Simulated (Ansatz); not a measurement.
Wires are cut from relaxed bulk SiC (P6_3mc, 10.50 Å³/atom, gap on the mesh 2.31 eV); atoms and period are relaxed, and energies count from that bulk. Caps count from half an H2 molecule.

Theory: Ansatz 0.2.0, DFT PBE, scalar-relativistic, plane waves, PAW.

Cutoff 420 eV, Gaussian smearing of 0.05 eV, energies at zero smearing, symmetry of each start kept, no spin polarisation.

```json
{"start": "[001] wire, 6 host atoms a period with H caps", "atoms": "16", "k mesh": "1×1×7", "excess energy (eV per host atom)": "-0.085", "line energy (eV/Å)": "-0.096", "period (Å)": "5.322", "gap on the mesh (eV)": "5.51", "highest filled level or Fermi level under vacuum (eV)": "6.52"}
{"start": "[001] wire, 8 host atoms a period with H caps", "atoms": "20", "k mesh": "1×1×7", "excess energy (eV per host atom)": "-0.073", "line energy (eV/Å)": "-0.111", "period (Å)": "5.240", "gap on the mesh (eV)": "5.32", "highest filled level or Fermi level under vacuum (eV)": "6.43"}
{"start": "[001] wire, 14 host atoms a period with H caps", "atoms": "28", "k mesh": "1×1×7", "excess energy (eV per host atom)": "-0.035", "line energy (eV/Å)": "-0.094", "period (Å)": "5.190", "gap on the mesh (eV)": "4.54", "highest filled level or Fermi level under vacuum (eV)": "5.89"}
```

The gap is read on a mesh, which can miss the band edges, so it can be too wide.

Each run keeps its start's symmetry and one magnetic start, so lower states can exist.